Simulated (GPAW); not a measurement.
This GPAW 26.7.0 run on ZnS needs a look.

File run.py:

```python
import numpy as np
import spglib
from ase import Atoms
from ase.io import read
from ase.units import Bohr, Ha
from gpaw import GPAW, PW
from gpaw.hybrids.energy import non_self_consistent_energy
from gpaw.xc.fxc import FXCCorrelation

atoms = read('ZnS.cif')
cell, positions, numbers = spglib.find_primitive(
    (atoms.cell[:], atoms.get_scaled_positions(), atoms.numbers), symprec=1e-4)
atoms = Atoms(numbers, cell=cell, scaled_positions=positions, pbc=True)

for x in [1.0]:
    ecuts = np.array([128.0, 160.0, 200])
    a = atoms.copy()
    a.set_cell(atoms.cell * x**(1 / 3), scale_atoms=True)
    calc = GPAW(mode=PW(500),
                xc='LDA',
                kpts={'size': (3, 3, 3), 'gamma': True},
                occupations={'name': 'fermi-dirac', 'width': 0.001},
                setups={'S': 'v3'},
                nbands=-9,
                convergence={'density': 1e-06},
                maxiter=3,
                txt=f'gs-{x:.2f}.txt')
    a.calc = calc
    dft = a.get_potential_energy(force_consistent=True)
    calc.write(f'gs-{x:.2f}.gpw')
    exx = non_self_consistent_energy(calc, 'EXX').sum()
    calc.diagonalize_full_hamiltonian(nbands=int(a.get_volume() / Bohr**3 * (ecuts[-1] / Ha)**1.5 * 2**0.5 / 3 / np.pi**2) + 30)
    calc.write(f'full-{x:.2f}.gpw', mode='all')
    ec = FXCCorrelation(f'full-{x:.2f}.gpw', xc='rALDA', tag=f'{x:.2f}', nlambda=8, avg_scheme='wavevector',
                        ecut=ecuts, nfrequencies=16, skip_gamma=False, txt=f'rpa-{x:.2f}.txt').calculate()
    slope, ec_inf = np.polyfit(ecuts**-1.5, ec, 1)
    print(f'V = {a.get_volume():.4f} A^3: DFT {dft:.5f}, EXX {exx:.5f}, correlation', *ec.round(5), f'extrapolated {ec_inf:.5f}, total {exx + ec_inf:.5f} eV', flush=True)
```

ZnS.cif

```cif
data_ZnS
_cell_length_a 5.40400000
_cell_length_b 5.40400000
_cell_length_c 5.40400000
_cell_angle_alpha 90.00000000
_cell_angle_beta 90.00000000
_cell_angle_gamma 90.00000000
_space_group_name_H-M_alt 'F-43m'
_space_group_name_Hall 'F -4 2 3'
_space_group_IT_number 216
loop_
_space_group_symop_operation_xyz
'x,y,z'
'y,-x,-z'
'-x,-y,z'
'-y,x,-z'
'x,-y,-z'
'y,x,z'
'-x,y,-z'
'-y,-x,z'
'z,x,y'
'-z,y,-x'
'z,-x,-y'
'-z,-y,x'
'-z,x,-y'
'z,y,x'
'-z,-x,y'
'z,-y,-x'
'y,z,x'
'-x,-z,y'
'-y,z,-x'
'x,-z,-y'
'-y,-z,x'
'x,z,y'
'y,-z,-x'
'-x,z,-y'
'x,y+1/2,z+1/2'
'y,-x+1/2,-z+1/2'
'-x,-y+1/2,z+1/2'
'-y,x+1/2,-z+1/2'
'x,-y+1/2,-z+1/2'
'y,x+1/2,z+1/2'
'-x,y+1/2,-z+1/2'
'-y,-x+1/2,z+1/2'
'z,x+1/2,y+1/2'
'-z,y+1/2,-x+1/2'
'z,-x+1/2,-y+1/2'
'-z,-y+1/2,x+1/2'
'-z,x+1/2,-y+1/2'
'z,y+1/2,x+1/2'
'-z,-x+1/2,y+1/2'
'z,-y+1/2,-x+1/2'
'y,z+1/2,x+1/2'
'-x,-z+1/2,y+1/2'
'-y,z+1/2,-x+1/2'
'x,-z+1/2,-y+1/2'
'-y,-z+1/2,x+1/2'
'x,z+1/2,y+1/2'
'y,-z+1/2,-x+1/2'
'-x,z+1/2,-y+1/2'
'x+1/2,y,z+1/2'
'y+1/2,-x,-z+1/2'
'-x+1/2,-y,z+1/2'
'-y+1/2,x,-z+1/2'
'x+1/2,-y,-z+1/2'
'y+1/2,x,z+1/2'
'-x+1/2,y,-z+1/2'
'-y+1/2,-x,z+1/2'
'z+1/2,x,y+1/2'
'-z+1/2,y,-x+1/2'
'z+1/2,-x,-y+1/2'
'-z+1/2,-y,x+1/2'
'-z+1/2,x,-y+1/2'
'z+1/2,y,x+1/2'
'-z+1/2,-x,y+1/2'
'z+1/2,-y,-x+1/2'
'y+1/2,z,x+1/2'
'-x+1/2,-z,y+1/2'
'-y+1/2,z,-x+1/2'
'x+1/2,-z,-y+1/2'
'-y+1/2,-z,x+1/2'
'x+1/2,z,y+1/2'
'y+1/2,-z,-x+1/2'
'-x+1/2,z,-y+1/2'
'x+1/2,y+1/2,z'
'y+1/2,-x+1/2,-z'
'-x+1/2,-y+1/2,z'
'-y+1/2,x+1/2,-z'
'x+1/2,-y+1/2,-z'
'y+1/2,x+1/2,z'
'-x+1/2,y+1/2,-z'
'-y+1/2,-x+1/2,z'
'z+1/2,x+1/2,y'
'-z+1/2,y+1/2,-x'
'z+1/2,-x+1/2,-y'
'-z+1/2,-y+1/2,x'
'-z+1/2,x+1/2,-y'
'z+1/2,y+1/2,x'
'-z+1/2,-x+1/2,y'
'z+1/2,-y+1/2,-x'
'y+1/2,z+1/2,x'
'-x+1/2,-z+1/2,y'
'-y+1/2,z+1/2,-x'
'x+1/2,-z+1/2,-y'
'-y+1/2,-z+1/2,x'
'x+1/2,z+1/2,y'
'y+1/2,-z+1/2,-x'
'-x+1/2,z+1/2,-y'
loop_
_atom_site_label
_atom_site_type_symbol
_atom_site_symmetry_multiplicity
_atom_site_Wyckoff_symbol
_atom_site_fract_x
_atom_site_fract_y
_atom_site_fract_z
_atom_site_occupancy
Zn1 Zn 4 c 0.2500000000 0.2500000000 0.2500000000 1
S1 S 4 a 0.0000000000 0.0000000000 0.0000000000 1
```

Potentials or basis: the program's PAW data sets (release 1.2.1) made for this functional, newer versions, pw.

The run is started by

```console
$ OMP_NUM_THREADS=1 python run.py
```

Output:

```text
__  _  _
 | _ |_)|_||  |
 |__||  | ||/\| - 26.7.0

Input parameters:
  mode=PW(ecut=500.0),
  convergence={'density': 1e-06},
  kpts=MonkhorstPack(size=(3, 3, 3), gamma=True),
  maxiter=3,
  nbands=-9,
  occupations=Occupations(name='fermi-dirac', width=0.001),
  setups={'S': 'v3'},
  xc=XC(name='LDA')

Diagonalizing LCAO Hamiltonian
Converting LCAO to pw mode

           Zn

       S

Atoms  # Å, Bohr magnetons
|   | symbol |        x |        y |        z |    initial magnetic moments |
|---|--------|----------|----------|----------|-----------------------------|
| 0 |     Zn | 1.351000 | 1.351000 | 1.351000 | ( 0.0000,  0.0000,  0.0000) |
| 1 |      S | 0.000000 | 0.000000 | 0.000000 | ( 0.0000,  0.0000,  0.0000) |

Unit cell  # Å
| periodic |        x |        y |        z |  lengths |    angles |
|----------|----------|----------|----------|----------|-----------|
|      yes | 0.000000 | 2.702000 | 2.702000 | 3.821205 | 60.000000 |
|      yes | 2.702000 | 0.000000 | 2.702000 | 3.821205 | 60.000000 |
|      yes | 2.702000 | 2.702000 | 0.000000 | 3.821205 | 60.000000 |

Number of symmetries: 24
[... 101 lines left out ...]
    | kind |    occ | energy [eV] | rcut [Å] |
    |------|--------|-------------|----------|
    |   3s |  2.000 |     -17.281 |    1.217 |
    |   3p |  4.000 |      -7.107 |    0.953 |
    |    s |        |       9.931 |    1.217 |
    |    p |        |      20.105 |    0.953 |
    |    d |        |       0.000 |    0.847 |

    Using partial waves for S as LCAO basis

Reference energy: -59613.389035  # eV

eigensolver:
  PPCG
  Converge bands: occupied
  niter=2

density mixing:
  MSR1-Mixer
  Pratt-step length: 0.05
  Maximum mixing coefficient: 0.75
  Old densities: 10
  SVD Regularization: 0.005
  Good broyden scale: 1.0
  Trust region scale: 1.0
  Backstep threshold: 4.0
  History deletion threshold: 6.0
  Fourier metric: weight=20.0, sigma=0.015

occupation numbers:
  Fermi-Dirac:
    width: 0.0010  # eV

poisson solver:
  ecut: 4000.0  # eV

xc functional:
  name: None

convergence criteria:
- Maximum integral of absolute [dens]ity change: 1e-06 electrons / valence electron
- Maximum [total energy] change in last 3 cyles: 0.0005 eV / valence electron
- Maximum integral of absolute [eigenst]ate change: 4e-08 eV^2 / valence electron
maximum number of iterations: 3

SCF iterations
|iter     | |      energy | eigst |  dens |
|---------|-|-------------|-------|-------|
|iter:   1| |   -8.426833 | -0.21 |       |
|iter:   2| |   -8.333670 | -1.71 | -1.17 |
|iter:   3| |   -8.009205 | -1.51 | -1.22 |
```

On the terminal:

```text
Traceback (most recent call last):
  File "run.py", line 29, in <module>
  File "ase/atoms.py", line 1968, in get_potential_energy
  File "new/ase_interface.py", line 292, in get_potential_energy
  File "new/ase_interface.py", line 215, in calculate_property
  File "new/ase_interface.py", line 177, in iconverge
  File "new/calculation.py", line 252, in iconverge
  File "new/scf.py", line 130, in iterate
gpaw.KohnShamConvergenceError
```

**Question.** What happened, and what is wrong with the input?

**Answer.** The run did not converge. The input holds a flaw that was put in on purpose: too few SCF iterations allowed.
